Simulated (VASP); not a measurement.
A run of VASP 6.6.1 is set up as follows.

File INCAR:

```
  ALGO = Normal
  EDIFF = 1E-6
  EDIFFG = -0.01
  ENCUT = 600
  GGA = PS
  IBRION = 2
  ISIF = 3
  ISMEAR = 1
  KPAR = 4
  LASPH = T
  LCHARG = F
  LREAL = F
  LWAVE = F
  NELM = 80
  NSW = 90
  PREC = Accurate
  SIGMA = 0.1
```

The input KPOINTS:

```
k-points
0
Gamma
  10 10 10
```

File POSCAR:

```
GaCuSe2
1.0
   -2.8095500000      2.8095500000      5.5130000000
    2.8095500000     -2.8095500000      5.5130000000
    2.8095500000      2.8095500000     -5.5130000000
Ga Cu Se
2 2 4
Direct
    0.5000000000      0.5000000000      0.0000000000
    0.2500000000      0.7500000000      0.5000000000
    0.0000000000      0.0000000000      0.0000000000
    0.7500000000      0.2500000000      0.5000000000
    0.3750000000      0.3756200000      0.5006200000
    0.6243800000      0.1250000000      0.9993800000
    0.8750000000      0.8743800000      0.4993800000
    0.1256200000      0.6250000000      0.0006200000
```

Potentials or basis: VASP PAW PBE potentials, release 64 (Ga_d, Cu, Se).

Command:

```bash
$ cat potpaw_PBE.64/Ga_d/POTCAR potpaw_PBE.64/Cu/POTCAR potpaw_PBE.64/Se/POTCAR > POTCAR
$ mpirun -np 4 vasp_std > vasp.out
```

Problem. Estimate the band gap on the k mesh.

Solution. 0.14 eV, direct.

Problem. What does it give for the space group after relaxing (to 0.05 Å)?

Solution. I-42d (No. 122).

Forces on the atoms (eV/Å):
```
Ga   0.000  0.000  0.000
Ga   0.000  0.000  0.000
Cu   0.000  0.000  0.000
Cu   0.000  0.000  0.000
Se   0.004  0.000  0.000
Se   0.000 -0.004  0.000
Se  -0.004  0.000  0.000
Se   0.000  0.004  0.000
```

Caveat: the PAW data sets were made with another functional, which shifts forces and pressure a little. As with any semilocal functional, this PBEsol gap is likely too small.
